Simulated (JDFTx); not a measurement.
Crystal: Pd.

```
Pd
1.0
     0.00000    1.94650    1.94650
     1.94650    0.00000    1.94650
     1.94650    1.94650    0.00000
Pd
1
Direct
  0.00000 0.00000 0.00000
```

A run of JDFTx 1.7.0 (patched build) on this cell left the log below. Logs are shortened: lines on timing, memory, paths and dates and some standing lists are left out, and cuts for length are marked.

```text
*************** JDFTx 1.7.0 (patched build) ***************

Input parsed successfully to the following command list (including defaults):
[... the input with its defaults ...]

---------- Setting up symmetries ----------

Found 48 point-group symmetries of the bravais lattice
Found 48 space-group symmetries with basis
Applied RMS atom displacement 0 bohrs to make symmetries exact.

---------- Initializing the Grid ----------
R =
[            0      3.67835      3.67835  ]
[      3.67835            0      3.67835  ]
[      3.67835      3.67835            0  ]
unit cell volume = 99.5382
G =
[  -0.854076   0.854076   0.854076  ]
[   0.854076  -0.854076   0.854076  ]
[   0.854076   0.854076  -0.854076  ]
Minimum fftbox size, Smin = [  32  32  32  ]
Chosen fftbox size, S = [  32  32  32  ]

---------- Exchange Correlation functional ----------
Initalized PBE GGA exchange.
Initalized PBE GGA correlation.

---------- Setting up pseudopotentials ----------
Width of ionic core gaussian charges (only for fluid interactions / plotting) set to 0

Reading pseudopotential file 'pseudo/Pd.upf':
  'Pd' pseudopotential, 'PBE' functional
  Generated using ONCVPSP code by D. R. Hamann
  18 valence electrons, 3 orbitals, 6 projectors, 1001 radial grid points, with lMax = 2
    4S    l: 0   occupation:  2.0   eigenvalue: -3.135885
    4P    l: 1   occupation:  6.0   eigenvalue: -1.881528
    4D    l: 2   occupation: 10.0   eigenvalue: -0.148752
  Core radius for overlap checks: 1.48 bohrs.

Initialized 1 species with 1 total atoms.

Folded 1 k-points by 12x12x12 to 1728 k-points.

---------- Setting up k-points, bands, fillings ----------
Reduced to 72 k-points under symmetry.
Computing the number of bands and number of electrons
Calculating initial fillings.
nElectrons:  18.000000   nBands: 15   nStates: 72

----- Setting up reduced wavefunction bases (one per k-point) -----
average nbasis = 1248.252 , ideal nbasis = 1248.129

---------- Setting up ewald sum ----------
Optimum gaussian width for ewald sums = 1.875234 bohr.
Real space sum over 2197 unit cells with max indices [  6  6  6  ]
Reciprocal space sum over 2197 terms with max indices [  6  6  6  ]

---------- Allocating electronic variables ----------
Initializing wave functions:  linear combination of atomic orbitals
Note: number of bands (15) exceeds available atomic orbitals (9)
Pd pseudo-atom occupations:   s ( 2 )  p ( 6 )  d ( 10 )
	FillingsUpdate:  mu: +0.627803444  nElectrons: 18.000000
LCAOMinimize: Iter:   0  F: -128.2831859068466258  |grad|_K:  3.722e-03  alpha:  1.000e+00
	FillingsUpdate:  mu: +0.719411915  nElectrons: 18.000000
LCAOMinimize: Iter:   1  F: -128.3320579260355316  |grad|_K:  2.332e-05  alpha:  4.266e-01  linmin: -8.195e-02  cgtest:  5.102e-01
LCAOMinimize: Encountered beta<0, resetting CG.
[... 4 lines of inner loops ...]
LCAOMinimize: Encountered beta<0, resetting CG.
	FillingsUpdate:  mu: +0.719741102  nElectrons: 18.000000
LCAOMinimize: Iter:   4  F: -128.3320615221818173  |grad|_K:  1.439e-07  alpha:  6.975e-01  linmin:  1.693e-03  cgtest: -9.264e-03
LCAOMinimize: Converged (|Delta F|<1.000000e-06 for 2 iters).

-------- Electronic minimization -----------
Will mix electronic density at each iteration.
	FillingsUpdate:  mu: +0.719741102  nElectrons: 18.000000
	FillingsUpdate:  mu: +0.718067094  nElectrons: 18.000000
SCF: Cycle:  0   F: -128.351687294186149   dF: -1.963e-02   |Residual|: 5.270e-02   |deigs|: 5.633e-02
	FillingsUpdate:  mu: +0.729245830  nElectrons: 18.000000
SCF: Cycle:  1   F: -128.353485518310265   dF: -1.798e-03   |Residual|: 1.406e-02   |deigs|: 1.280e-02
	FillingsUpdate:  mu: +0.727537827  nElectrons: 18.000000
SCF: Cycle:  2   F: -128.353518300681031   dF: -3.278e-05   |Residual|: 6.242e-03   |deigs|: 1.649e-03
	FillingsUpdate:  mu: +0.727059137  nElectrons: 18.000000
SCF: Cycle:  3   F: -128.353520886627820   dF: -2.586e-06   |Residual|: 8.807e-04   |deigs|: 4.737e-04
	FillingsUpdate:  mu: +0.727033274  nElectrons: 18.000000
SCF: Cycle:  4   F: -128.353521004029091   dF: -1.174e-07   |Residual|: 1.346e-04   |deigs|: 1.751e-04
	FillingsUpdate:  mu: +0.727024132  nElectrons: 18.000000
SCF: Cycle:  5   F: -128.353521020188481   dF: -1.616e-08   |Residual|: 4.187e-05   |deigs|: 1.365e-04
	FillingsUpdate:  mu: +0.727023457  nElectrons: 18.000000
SCF: Cycle:  6   F: -128.353521022770593   dF: -2.582e-09   |Residual|: 1.177e-05   |deigs|: 9.303e-05
	FillingsUpdate:  mu: +0.727024240  nElectrons: 18.000000
SCF: Cycle:  7   F: -128.353521023587689   dF: -8.171e-10   |Residual|: 3.152e-06   |deigs|: 1.277e-04
	FillingsUpdate:  mu: +0.727024138  nElectrons: 18.000000
SCF: Cycle:  8   F: -128.353521023782008   dF: -1.943e-10   |Residual|: 4.606e-06   |deigs|: 1.592e-04
SCF: Converged (|Delta E|<1.000000e-09 for 2 iters).

Setting wave functions to eigenvectors of Hamiltonian
Converging empty states (this may take a while): |deigs|: 4.086e-04

# Stress tensor in Cartesian coordinates [Eh/a0^3]:
[  -0.00023086            0            0  ]
[            0  -0.00023086            0  ]
[            0            0  -0.00023086  ]

# Ionic positions in lattice coordinates:
ion Pd   0.000000000000000   0.000000000000000   0.000000000000000 1

# Forces in Cartesian coordinates:
force Pd   0.000000000000000   0.000000000000000  -0.000000000000000 1

# Energy components:
   Eewald =     -100.9620172125665079
       EH =       25.8423205566035676
     Eloc =      -86.0232399913750641
      Enl =        1.2823605518722043
      Exc =      -21.1764014912714558
 Exc_core =        7.1354694506763430
       KE =       45.5487089083969678
-------------------------------------
     Etot =     -128.3527992276639225
       TS =        0.0007217961180969
-------------------------------------
        F =     -128.3535210237820081

IonicMinimize: Iter:   0  F: -128.353521023782008  |grad|_K:  0.000e+00
IonicMinimize: Converged (|grad|_K<1.000000e-04).

#--- Lowdin population analysis ---
# oxidation-state Pd +0.642

Dumping 'run.eigStats' ...
	eMin: -2.364475 at state 0 ( [ +0.000000 +0.000000 +0.000000 ] spin 0 )
	HOMO: +0.726869 at state 67 ( [ +0.166667 +0.416667 -0.416667 ] spin 0 )
	mu  : +0.727024
	LUMO: +0.727099 at state 62 ( [ +0.083333 +0.416667 -0.333333 ] spin 0 )
	eMax: +1.803378 at state 38 ( [ +0.000000 +0.333333 -0.333333 ] spin 0 )
	HOMO-LUMO gap: +0.000230
	Optical gap  : +0.004537 at state 39 ( [ +0.000000 +0.416667 +0.416667 ] spin 0 )
Done!
```

Q: What input gives this log?

A: Single point with PBE, no spin polarisation. The files as run (others can give the same):

Pd.in
```
include Pd.lattice
coords-type Lattice
include Pd.ionpos

ion-species pseudo/Pd.upf
elec-cutoff 41
elec-ex-corr gga-PBE
kpoint-folding 12 12 12
elec-smearing Fermi 0.0018374661
elec-n-bands 15
electronic-SCF nIterations 100 energyDiffThreshold 1e-09
electronic-minimize nIterations 30 energyDiffThreshold 1e-7
converge-empty-states yes
forces-output-coords Cartesian

dump-name run.$VAR
dump End Ecomponents EigStats BandEigs Kpoints Forces Stress ElecDensity
```

Pd.lattice
```
lattice \
    0.0000000000     3.6783519016     3.6783519016 \
    3.6783519016     0.0000000000     3.6783519016 \
    3.6783519016     3.6783519016     0.0000000000
```

Pd.ionpos
```
ion Pd     0.0000000000     0.0000000000     0.0000000000 1
```

Potentials or basis: PseudoDojo-SR-PBE-0.4.1-standard with smoothed tails.
The run is started by
```bash
$ jdftx -c 1 -i Pd.in -o Pd.out
```
